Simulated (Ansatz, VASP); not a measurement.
AlN in VASP and in Ansatz

Contents of INCAR:

```
  PREC = Accurate
  ENCUT = 520
  EDIFF = 1E-7
  ISMEAR = 0
  SIGMA = 0.05
  LREAL = F
  LASPH = T
  NELM = 80
  ALGO = Normal
  ISIF = 2
  LWAVE = F
  LCHARG = T
  GGA = PE
  LELF = T
  LVHAR = T
  NBANDS = 11
```

File KPOINTS:

```
Automatic mesh
0
Gamma
  10 10 10
```

POSCAR

```
AlN
1.0
    0.0330238066      2.2015871044      2.2015871044
    2.2015871044      0.0330238066      2.2015871044
    2.2346109110      2.2346109110      0.0000000000
Al N
1 1
Direct
    0.0000000000      0.0000000000      0.0000000000
    0.7500000000      0.7500000000      0.7500000000
```

Input for Ansatz:

```yaml
crystal:
  lattice:
    - [0.0330238065, 2.2015871006, 2.2015871006]
    - [2.2015871006, 0.0330238065, 2.2015871006]
    - [2.2346109071, 2.2346109071, 0.0]
  atoms:
    - { symbol: Al, position: [0.0, 0.0, 0.0] }
    - { symbol: "N", position: [0.75, 0.75, 0.75] }
basis:
  ecutwfc: 420
kpoints:
  mp_grid: { grid: [10, 10, 10] }
hamiltonian:
  xc: pbe
scf:
  occupations: { method: gaussian, width: 0.05 }
output:
  forces: true
  stress: true
  eigenvalues: true
```

Change from the starting cell: strain +0.0300 x Voigt [0, 0, 0, 0, 0, 1], atoms carried along.

Alike in both runs: task single point; functional PBE; k mesh 10 × 10 × 10; occupations gaussian, width 0.05 eV; no spin polarisation.

|  | VASP | Ansatz |
| --- | --- | --- |
| version | VASP 6.6.1 | Ansatz 0.2.0 |
| potentials or method | VASP PAW PBE potentials, release 64 (Al, N) | scalar-relativistic, plane waves, PAW |
| plane-wave cutoff (eV) | 520 | 420 |
| valence electrons in the cell | 8 | 8 |

```csv
,VASP,Ansatz,Ansatz less VASP
gap on the k mesh at the Fermi level (eV),3.21,3.22,+0.008
least direct gap on the mesh (eV),3.89,3.88,-0.008
pressure (GPa),-0.1,0.2,+0.27
largest component of the traceless stress (GPa),6.44,6.39,-0.052
rms of the force components (eV/Å),0.139,0.139,-0.0005
```

Atom by atom the forces differ by 0.001 eV/Å (rms over components).

A k mesh can miss the band edges.
